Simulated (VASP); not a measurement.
Pd, 1 atom in the cell. It takes space group Im-3m (No. 229, cubic). Conventional cell: a = 3.137 Å, b = 3.137 Å, c = 3.137 Å, α = 90.00°, β = 90.00°, γ = 90.00°. Pd (site symmetry m-3m) has 8 Pd at 2.72 Å as nearest neighbours. This isn't the form of Pd at room conditions, which is fcc.

| Item | Value |
| --- | --- |
| Program | VASP 6.6.1 |
| Task | single point |
| Functional | PBE |
| Potentials or basis | VASP PAW PBE potentials, release 64 (Pd) |
| Cutoff | 520 eV |
| k mesh | 18 × 18 × 18 |
| Occupations | gaussian, width 0.1 eV |
| Spin | no spin polarisation |
| Dipole correction | no |
| Further INCAR settings | ALGO = Normal; EDIFF = 1e-07; NBANDS = 11 |

Potentials or basis: VASP PAW PBE potentials, release 64 (Pd).

The run is started by

```sh
$ cat potpaw_PBE.64/Pd/POTCAR > POTCAR
$ mpirun -np 1 vasp_std > vasp.out
```

Hardware: 1 thread of Intel(R) Xeon(R) 6975P-C (Granite Rapids), with other jobs on the host.

Question: How long does it take, and how much memory?

Answer: It took 11 s on 1 thread of Intel(R) Xeon(R) 6975P-C (Granite Rapids) (shared host), peak memory 0.15 GiB. Counts: scf iterations 12, k points 195.
